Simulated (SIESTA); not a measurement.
Crystal: Os.

```
Os
1.0
     2.73410    0.00000    0.00000
    -1.36705    2.36780    0.00000
     0.00000    0.00000    4.31970
Os
2
Cartesian
  1.3671 0.7893 3.2398
  0.0000 1.5785 1.0799
```

Base run:

| Property | Result |
| --- | --- |
| Program | SIESTA 5.4.2 |
| Functional | PBE |
| Potentials or basis | PseudoDojo 0.4 standard (PBE files) |
| Basis | DZP (energy shift 0.01 Ry) |
| Grid cutoff | 800 Ry |
| Energy shift | 0.01 Ry |
| k mesh | 11 × 11 × 6 |
| Occupations | fermi-dirac, width 0.05 eV |
| Spin | no spin polarisation |

Its results: band gap on the k mesh none (metal or under the smearing width); pressure 4.8 GPa.

Problem. The run is repeated on the same cell with these changes: basis from DZP (energy shift 0.01 Ry) to TZDP (energy shift 0.01 Ry). What comes out?

Solution. Band gap on the k mesh none (metal or under the smearing width); pressure 7.9 GPa.

Caveats: semicore shells carry a single zeta, which can move pressures by several GPa and volumes by a few percent; spin-orbit coupling is left out, which moves the levels of the heavy elements; the basis of atomic orbitals isn't converged, which shifts pressures, moduli and gaps.
